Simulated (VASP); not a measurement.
# AgCl (Chlorargyrite) (Fm-3m) in VASP: further runs

One crystal, AgCl (Chlorargyrite), is run at these levels: PBEsol, LDA, PBE; tasks: relaxation of cell and atoms.

Program: VASP 6.6.1. These are calculated values, not measurements. Logs are shortened: lines on timing, memory, paths and dates and some standing lists are left out, and cuts for length are marked.

## Step 1: The crystal as given

Symmetry: Fm-3m, No. 225, cubic system. Conventional cell: a = 5.445 Å, b = 5.445 Å, c = 5.445 Å, α = 90.00°, β = 90.00°, γ = 90.00°. Ag (site symmetry m-3m) has 6 Cl at 2.72 Å as nearest neighbours. Cl (site symmetry m-3m) has 6 Ag at 2.72 Å as nearest neighbours.

## Step 2: Relaxation of cell and atoms, PBEsol

Input file INCAR:

```
SYSTEM = AgCl
PREC = Accurate
ENCUT = 600
EDIFF = 1E-7
ISMEAR = 0
SIGMA = 0.03
LREAL = .FALSE.
LASPH = .TRUE.
NELM = 80
ALGO = Normal
ISIF = 3
LWAVE = .FALSE.
LCHARG = .FALSE.
GGA = PS
IBRION = 2
NSW = 90
EDIFFG = -0.005
KPAR = 4
```

Input file KPOINTS:

```
Automatic mesh
0
G
  8 8 8
  0 0 0
```

Input file POSCAR:

```
AgCl                                    
1.0
    0.0000000000      2.7224909982      2.7224909982
    2.7224909982      0.0000000000      2.7224909982
    2.7224909982      2.7224909982     -0.0000000000
  Ag              Cl            
     1     1
Direct
     0.0000000000000000    0.0000000000000000    1.0000000000000000
     0.5000000000000000    0.5000000000000000    0.5000000000000000
```

Potentials or basis: VASP PAW PBE potentials, release 64 (Ag, Cl).

The run is started by

```sh
$ cat potpaw_PBE.64/Ag/POTCAR potpaw_PBE.64/Cl/POTCAR > POTCAR
$ mpirun -np 4 vasp_std > vasp.out
```

OUTCAR:

```text
SYSTEM = AgCl
   PREC = Accurate
   ENCUT = 600
   EDIFF = 1E-7
   ISMEAR = 0
   LREAL = .FALSE.
   LASPH = .TRUE.
   NELM = 80
   ISIF = 3
   GGA = PS
   IBRION = 2
   NSW = 90
   EDIFFG = -0.005

 ion  position               nearest neighbor table
   1  0.000  0.000  0.000-   2 2.72   2 2.72   2 2.72   2 2.72   2 2.72   2 2.72
   2  0.500  0.500  0.500-   1 2.72   1 2.72   1 2.72   1 2.72   1 2.72   1 2.72

  LATTYP: Found a face centered cubic cell.
 ALAT       =     5.4449819964

  Lattice vectors:

 A1 = (   0.0000000000,   2.7224909982,   2.7224909982)
 A2 = (   2.7224909982,   0.0000000000,   2.7224909982)
 A3 = (   2.7224909982,   2.7224909982,   0.0000000000)

Analysis of symmetry for initial positions (statically):
=====================================================================
 Subroutine PRICEL returns:
 Original cell was already a primitive cell.

 Routine SETGRP: Setting up the symmetry group for a
 face centered cubic supercell.

 Subroutine GETGRP returns: Found 48 space group operations
 (whereof 48 operations were pure point group operations)
 out of a pool of 48 trial point group operations.

The static configuration has the point symmetry O_h .

Analysis of symmetry for dynamics (positions and initial velocities):
=====================================================================
 Subroutine PRICEL returns:
 Original cell was already a primitive cell.

 Routine SETGRP: Setting up the symmetry group for a
 face centered cubic supercell.

 Subroutine GETGRP returns: Found 48 space group operations
 (whereof 48 operations were pure point group operations)
 out of a pool of 48 trial point group operations.

The dynamic configuration has the point symmetry O_h .

 Subroutine INISYM returns: Found 48 space group operations
 (whereof 48 operations are pure point group operations),
 and found     1 'primitive' translations

----------------------------------------------------------------------------------------

                                     Primitive cell

  volume of cell :      40.3580

  direct lattice vectors                    reciprocal lattice vectors
     0.000000000  2.722490998  2.722490998    -0.183655336  0.183655336  0.183655336
     2.722490998  0.000000000  2.722490998     0.183655336 -0.183655336  0.183655336
     2.722490998  2.722490998  0.000000000     0.183655336  0.183655336 -0.183655336

  length of vectors
     3.850183693  3.850183693  3.850183693     0.318100374  0.318100374  0.318100374

  position of ions in fractional coordinates (direct lattice)
     0.000000000  0.000000000  0.000000000
     0.500000000  0.500000000  0.500000000

  ion indices of the primitive-cell ions
   primitive index   ion index
                 1           1
                 2           2

----------------------------------------------------------------------------------------

 KPOINTS: Automatic mesh

Automatic generation of k-mesh.
 Grid dimensions read from file:
 generate k-points for:    8    8    8

 Generating k-lattice:

  Cartesian coordinates                     Fractional coordinates (reciprocal lattice)
    -0.022956917  0.022956917  0.022956917     0.125000000  0.000000000  0.000000000
     0.022956917 -0.022956917  0.022956917     0.000000000  0.125000000  0.000000000
     0.022956917  0.022956917 -0.022956917     0.000000000  0.000000000  0.125000000

  Length of vectors
     0.039762547  0.039762547  0.039762547

  Shift w.r.t. Gamma in fractional coordinates (k-lattice)
     0.000000000  0.000000000  0.000000000

 Subroutine IBZKPT returns following result:
 ===========================================

 Found     29 irreducible k-points:

 Following reciprocal coordinates:
            Coordinates               Weight
  0.000000  0.000000  0.000000      1.000000
  0.125000  0.000000  0.000000      8.000000
  0.250000  0.000000  0.000000      8.000000
  0.375000  0.000000  0.000000      8.000000
  0.500000  0.000000  0.000000      4.000000
  0.125000  0.125000  0.000000      6.000000
[... 16 lines left out ...]
  0.500000  0.250000  0.125000     48.000000
 -0.375000  0.250000  0.125000     24.000000
 [... further k-points ...]
   k-points           NKPTS =     29   k-points in BZ     NKDIM =     29   number of bands    NBANDS=     13
   number of dos      NEDOS =    301   number of ions     NIONS =      2
   total plane-waves  NPLWV =  32768
   dimension x,y,z NGX =    32 NGY =   32 NGZ =   32
   dimension x,y,z NGXF=    64 NGYF=   64 NGZF=   64
   ions per type =               1   1
   NGX,Y,Z   is equivalent  to a cutoff of  13.82, 13.82, 13.82 a.u.
   NGXF,Y,Z  is equivalent  to a cutoff of  27.63, 27.63, 27.63 a.u.
 SYSTEM =  AgCl
   PREC   = accura    normal or accurate (medium, high low for compatibility)
   ISTART =      0    job   : 0-new  1-cont  2-samecut
   ICHARG =      2    charge: 1-file 2-atom 10-const
   ISPIN  =      1    spin polarized calculation?
   LNONCOLLINEAR =      F non collinear calculations
   LSORBIT =      F    spin-orbit coupling
   LASPH  =      T    aspherical Exc in radial PAW
   ENCUT  =  600.0 eV  44.10 Ry    6.64 a.u.   7.69  7.69  7.69*2*pi/ulx,y,z
   NELM   =     80;   NELMIN=  2; NELMDL= -5     # of ELM steps
   EDIFF  = 0.1E-06   stopping-criterion for ELM
   LREAL  =      F    real-space projection
   EDIFFG = -.5E-02   stopping-criterion for IOM
   NSW    =     90    number of steps for IOM
   IBRION =      2    ionic relax: 0-MD 1-quasi-New 2-CG
   NFREE  =      1    steps in history (QN), initial steepest desc. (CG)
   ISIF   =      3    stress and relaxation
   ISYM   =      2    0-nonsym 1-usesym 2-fastsym
   POTIM  = 0.5000    time-step for ionic-motion
   TEBEG  =    0.0;   TEEND  =   0.0 temperature during run
   PSTRESS=    0.0 pullay stress
   NELECT =      18.0000    total number of electrons
   NUPDOWN=      -1.0000    fix difference up-down
   EMIN   =  10.00;   EMAX   =-10.00  energy-range for DOS
   EFERMI =   0.00;   METHOD = LEGACY
   ISMEAR =     0;   SIGMA  =   0.03  broadening in eV -4-tet -1-fermi 0-gaus
   EFERMI_NEDOS =   21; number of points for ismear=-14 and -15
   IALGO  =     38    algorithm
   IMIX   =      4    mixing-type and parameters
     AMIX     =   0.40;   BMIX     =  1.00
     AMIX_MAG =   1.60;   BMIX_MAG =  1.00
  volume/ion in A,a.u.               =      20.18       136.17
  Fermi-wavevector in a.u.,A,eV,Ry     =   1.250804  2.363677 21.286455  1.564510
  Thomas-Fermi vector in A             =   2.384781
   LORBIT       =      0    0 simple, 1 ext, 2 COOP (PROOUT), +10 PAW based schemes
   GGA     = PS    functional components
   LHFCALC =     F    Hartree Fock is set to
   AEXX    =    0.0000 exact exchange contribution
   IVDW    =     0    specifies the selected vdW correction
   LEPSILON=     F    determine dielectric tensor
   LRPA    =     F    only Hartree local field effects (RPA)
 conjugate gradient relaxation of ions
 non-spin polarized calculation
 Gauss-broadening in eV      SIGMA  =   0.03
  energy-cutoff  :      600.00
  volume of cell :       40.36
 maximum number of plane-waves:      1365
   NGX = 15   NGY = 15   NGZ = 15

 number of electron      17.9999997 magnetization

 Free energy of the ion-electron system (eV)
  ---------------------------------------------------
  ext. energy  EPLUGINS =         0.00000000
  ---------------------------------------------------
  free energy    TOTEN  =        -6.06136139 eV

  energy without entropy =       -6.06136139  energy(sigma->0) =       -6.06136139

 E-fermi :   4.5943     XC(G=0): -10.5071

 val. band max:        4.4358503711   @ k =   0.5000   0.0000   0.0000
 cond. band min:       5.1583536113   @ k =   0.0000   0.0000   0.0000
 fundamental gap:      0.7225032402
 Fermi energy:         4.5942805626

 k-point     1 :       0.0000    0.0000    0.0000
  band No.  band energies     occupation
      1     -11.0925      2.00000
      2       1.7199      2.00000
      3       1.7199      2.00000
      4       1.7199      2.00000
      5       1.7632      2.00000
      6       1.7632      2.00000
      7       1.8705      2.00000
      8       1.8705      2.00000
      9       1.8705      2.00000
     10       5.1584      0.00000
     11      15.1605      0.00000
     12      15.1605      0.00000
     13      15.1605      0.00000

 k-point     2 :       0.1250    0.0000    0.0000
  band No.  band energies     occupation
      1     -11.0211      2.00000
      2       0.9433      2.00000
      3       1.0187      2.00000
      4       1.0187      2.00000
      5       1.7833      2.00000
      6       1.7833      2.00000
      7       2.0448      2.00000
      8       2.6945      2.00000
      9       2.6945      2.00000
     10       5.9243      0.00000
     11      13.7252      0.00000
     12      14.8404      0.00000
     13      14.8404      0.00000

 k-point     3 :       0.2500    0.0000    0.0000
  band No.  band energies     occupation
      1     -10.8402      2.00000
      2      -0.1881      2.00000
      3       0.3956      2.00000
      4       0.3956      2.00000
      5       1.9310      2.00000
      6       1.9310      2.00000
      7       2.2133      2.00000
      8       3.5361      2.00000
      9       3.5361      2.00000
     10       7.2831      0.00000
     11      12.0846      0.00000
     12      13.4897      0.00000
     13      13.4897      0.00000
[... 305 lines left out ...]
 k-point    23 :       0.5000    0.2500    0.1250
  band No.  band energies     occupation
      1     -10.5915      2.00000
      2      -0.8350      2.00000
      3      -0.0130      2.00000
      4       0.2439      2.00000
      5       1.9680      2.00000
      6       2.1602      2.00000
      7       2.4390      2.00000
      8       2.9835      2.00000
      9       4.0028      2.00000
     10       8.9943      0.00000
     11      10.3464      0.00000
     12      12.2178      0.00000
     13      13.1483      0.00000

 k-point    24 :      -0.3750    0.2500    0.1250
  band No.  band energies     occupation
      1     -10.5322      2.00000
      2      -0.9107      2.00000
      3      -0.0811      2.00000
      4      -0.0142      2.00000
      5       2.0751      2.00000
      6       2.1523      2.00000
      7       2.4265      2.00000
      8       3.3380      2.00000
      9       3.8773      2.00000
     10       9.3914      0.00000
     11       9.8610      0.00000
     12      12.4210      0.00000
     13      12.8268      0.00000

 [... further k-points ...]
[... 5 lines left out ...]
  --------------------------------------------------------------------------------------
  -------------------------------------------------------------------------------------
  Total        0.0031401      0.0031401      0.0031401      0.0000000      0.0000000     -0.0000000
  in kB        0.1246585      0.1246585      0.1246585      0.0000000      0.0000000     -0.0000000
  external PRESSURE =       0.1246585 kB  Pullay stress =       0.0000000 kB

 VOLUME and BASIS-vectors are now :
 -----------------------------------------------------------------------------
  energy-cutoff  :      600.00
  volume of cell :       40.36
      direct lattice vectors                 reciprocal lattice vectors
     0.000000000  2.722490998  2.722490998    -0.183655336  0.183655336  0.183655336
     2.722490998  0.000000000  2.722490998     0.183655336 -0.183655336  0.183655336
     2.722490998  2.722490998  0.000000000     0.183655336  0.183655336 -0.183655336

 POSITION                                       TOTAL-FORCE (eV/Angst)
 -----------------------------------------------------------------------------------
      0.00000      0.00000      0.00000         0.000000      0.000000      0.000000
      2.72249      2.72249      2.72249         0.000000      0.000000     -0.000000
 -----------------------------------------------------------------------------------
    total drift:                                0.000000     -0.000000     -0.000000

  FREE ENERGIE OF THE ION-ELECTRON SYSTEM (eV)
  ---------------------------------------------------
  free  energy   TOTEN  =        -6.0613613936 eV

  energy  without entropy=       -6.0613613936  energy(sigma->0) =       -6.06136139

 reached required accuracy - stopping structural energy minimisation
```

It took 5.2 s on 4 MPI ranks of Intel Xeon 6975P-C (Granite Rapids), shared host; peak memory 0.17 GiB.

What came out:

* Free energy: -6.0614 eV
* Pressure after relaxing: 0.0 GPa
* Band gap on the k mesh: 0.72 eV, indirect (least direct gap 3.23 eV)

Final structure:
```
Ag Cl
1.0
     0.00000    2.72249    2.72249
     2.72249    0.00000    2.72249
     2.72249    2.72249    0.00000
Ag Cl
1 1
Direct
  0.00000 0.00000 0.00000
  0.50000 0.50000 0.50000
```

Levels at points of the mesh, in eV from the valence-band top:
| k point | band 7 | band 8 | band 9 | band 10 | band 11 | band 12 |
| --- | --- | --- | --- | --- | --- | --- |
| (0.00, 0.00, 0.00) | -2.57 | -2.57 | -2.57 | 0.72 | 10.72 | 10.72 |
| (0.50, 0.00, 0.00) | -1.94 | 0.00 | 0.00 | 3.88 | 6.75 | 7.42 |
| (0.50, 0.50, 0.00) | -2.15 | -2.15 | -2.02 | 2.14 | 7.78 | 8.64 |

Caveat: the relaxation stopped at its first step, so nothing moved; the PAW data sets were made with another functional, which shifts forces and pressure a little. A k mesh can miss the band edges.

(Part 1 of 2 ends here.)
